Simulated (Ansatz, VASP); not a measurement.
One calculation of GaSb, 3 ways

The starting cell:

```xyz
2
Lattice="0.0000 3.0590 3.0590 3.0590 0.0000 3.0590 3.0590 3.0590 0.0000" Properties=species:S:1:pos:R:3 pbc="T T T"
Sb    4.5885    4.5885    4.5885
Ga    0.0000    0.0000    0.0000
```

Alike in all runs: task relaxation of cell and atoms; functional PBEsol; k mesh 8 × 8 × 8; occupations fermi-dirac, width 0.05 eV; no spin polarisation; no spin-orbit coupling.

| program and potentials | plane-wave cutoff (eV) | notes | equilibrium volume (Å³/atom) |
| --- | --- | --- | --- |
| Ansatz, Ansatz PAW | 420 | potentials made for PBE, which Ansatz adapts in part; 14 valence electrons an atom on average | 28.51 |
| VASP, PBE PAW files Ga_d, Sb, 600 eV | 600 | potentials made for PBE; 9 valence electrons an atom on average | 28.56 |
| Ansatz, all-electron LAPW, scalar-relativistic | - | - | 28.52 |

The equilibrium volume spans 28.51 (Ansatz, Ansatz PAW) to 28.56 Å³/atom (VASP, PBE PAW files Ga_d, Sb, 600 eV), with all-electron results at 28.52. Relaxations stop with a little pressure left, so the last digit of a volume isn't settled.

Differences between rows come from potentials, basis sets and numerical settings, since the functional is the same but for its coding. Runs on potential files found faulty are left out.
